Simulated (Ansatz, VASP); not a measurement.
# One calculation of NaCl, two programs

Contents of INCAR:

```
PREC     = Accurate       # precision mode
ENCUT    = 520            # plane-wave cutoff, eV
EDIFF    = 1E-6           # SCF threshold, eV
ISMEAR   = 0              # smearing method
SIGMA    = 0.02           # smearing width, eV
LREAL    = False          # projectors in reciprocal space
LASPH    = True           # aspherical terms in the spheres
NELM     = 100            # most SCF steps
ALGO     = Normal         # electronic algorithm
ISIF     = 2              # what is computed and relaxed
LWAVE    = False          # write WAVECAR
LCHARG   = False          # write CHGCAR
GGA      = PS             # functional
NBANDS   = 14             # bands
```

Contents of KPOINTS:

```
regular mesh
0
Gamma
  8 8 8
```

File POSCAR:

```
NaCl
1.0
    0.0000000000      2.8286864494      2.8286864494
    2.8286864494      0.0000000000      2.8286864494
    2.8286864494      2.8286864494      0.0000000000
Na Cl
1 1
Direct
    0.0000000000      0.0000000000      0.0000000000
    0.5000000000      0.5000000000      0.5000000000
```

Input for Ansatz:

```yaml
crystal:
  lattice:
    - [0.0, 2.8286864494, 2.8286864494]
    - [2.8286864494, 0.0, 2.8286864494]
    - [2.8286864494, 2.8286864494, 0.0]
  atoms:
    - { symbol: Na, position: [0.0, 0.0, 0.0] }
    - { symbol: Cl, position: [0.5, 0.5, 0.5] }
basis:
  ecutwfc: 420
kpoints:
  mp_grid: { grid: [8, 8, 8] }
hamiltonian:
  xc: pbesol
scf:
  occupations: { method: gaussian, width: 0.02 }
output:
  forces: true
  stress: true
  eigenvalues: true
```

Alike in both runs: task single point; functional PBEsol; k mesh 8 × 8 × 8; occupations gaussian, width 0.02 eV; no spin polarisation.

|  | VASP | Ansatz |
| --- | --- | --- |
| version | VASP 6.6.1 | Ansatz 0.2.0 |
| potentials or method | VASP PAW PBE potentials, release 64 (Na_pv, Cl) | scalar-relativistic, plane waves, PAW |
| plane-wave cutoff (eV) | 520 | 420 |
| valence electrons in the cell | 14 | 16 |

```tsv
	VASP	Ansatz	Ansatz less VASP
gap on the k mesh at the Fermi level (eV)	4.90	4.90	+0.004
least direct gap on the mesh (eV)	4.90	4.90	+0.004
pressure (GPa)	-0.7	-0.7	-0.01
```

The functional is the same, so the differences come from potentials, cutoffs and numerics. The two sets of potentials don't hold the same shells in valence.

Caveats: the PAW data sets were made with another functional, which shifts forces and pressure a little (VASP).
